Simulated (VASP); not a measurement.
Input of a VASP 6.6.1 run:

File INCAR:

```
SYSTEM = CuCl
PREC = Accurate
ENCUT = 600
EDIFF = 1E-8
ISMEAR = 0
SIGMA = 0.03
LREAL = .False.
LASPH = .True.
NELM = 80
ALGO = Normal
ISIF = 2
LWAVE = .False.
LCHARG = .False.
LEPSILON = .True.
```

File KPOINTS:

```
Automatic mesh
0
Monkhorst
  14 14 14
  0 0 0
```

POSCAR

```
CuCl                                    
1.0
    0.0000000000      2.6077902926      2.6077902926
    2.6077902926      0.0000000000      2.6077902926
    2.6077902926      2.6077902926      0.0000000000
  Cu              Cl            
     1     1
Direct
     0.0000000000000000    0.0000000000000000    0.0000000000000000
     0.2500000000000000    0.2500000000000000    0.2500000000000000
```

Potentials or basis: VASP PAW LDA potentials, release 64 (Cu, Cl).

Launch:

```sh
$ cat potpaw_LDA.64/Cu/POTCAR potpaw_LDA.64/Cl/POTCAR > POTCAR
$ mpirun -np 1 vasp_std > vasp.out
```

What does it give for the electronic dielectric tensor (diagonal)?

5.49.

Estimate the Born charges (mean of the diagonal).

Cu +1.02; Cl -1.02 e.

Born effective charge tensors (e):
atom 1, Cu
```
1.02 0.00 0.00
0.00 1.02 0.00
0.00 0.00 1.02
```
atom 2, Cl
```
-1.02  0.00  0.00
 0.00 -1.02  0.00
 0.00  0.00 -1.02
```
